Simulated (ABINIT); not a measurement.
Crystal: Ti3Si.

```xyz
4
Lattice="0.0000 3.1444 3.1444 3.1444 0.0000 3.1444 3.1444 3.1444 0.0000" Properties=species:S:1:pos:R:3 pbc="T T T"
Ti    0.0000    0.0000    0.0000
Ti    1.5722    1.5722    1.5722
Ti    4.7165    4.7165    4.7165
Si    3.1444    3.1444    3.1444
```

The cell comes from a database or a generator and needn't be the stable form of this composition.

```yaml
Program: ABINIT 10.8.3 (patched build)
Task: single point
Functional: PBEsol
Potentials_or_basis: PseudoDojo NC SR PBEsol v0.4.1 standard
Cutoff: 1143 eV
k_mesh: 7 × 7 × 7
Occupations: fermi-dirac, width 0.05 eV
Spin: no spin polarisation
```

On this cell: pressure -5.0 GPa; largest force zero by symmetry; band gap on the k mesh none (metal or under the smearing width).

The same run follows on a disturbed copy (atoms moved at random, drawn with an rms of 0.05 Å):

```
CELL_PARAMETERS angstrom
0.00000 3.14436 3.14436
3.14436 0.00000 3.14436
3.14436 3.14436 0.00000
ATOMIC_POSITIONS crystal
Ti 0.01571 0.00242 0.98385
Ti 0.24850 0.24924 0.24349
Ti 0.75176 0.75579 0.75107
Si 0.50604 0.49086 0.51541
```

**Question.** What does the disturbed cell give?

**Answer.** The energy (extrapolated to zero smearing) moves by +8.2 meV/atom; pressure -4.7 GPa; largest force 0.511 eV/Å; band gap on the k mesh none (metal or under the smearing width).

Forces on the atoms (eV/Å):
```
Ti   0.153 -0.077 -0.193
Ti   0.102  0.378  0.087
Ti  -0.163  0.187 -0.019
Si  -0.092 -0.487  0.126
```

Stress tensor (GPa, compression positive):
```
-4.68 -0.15 -0.33
-0.15 -4.71 -0.35
-0.33 -0.35 -4.66
```
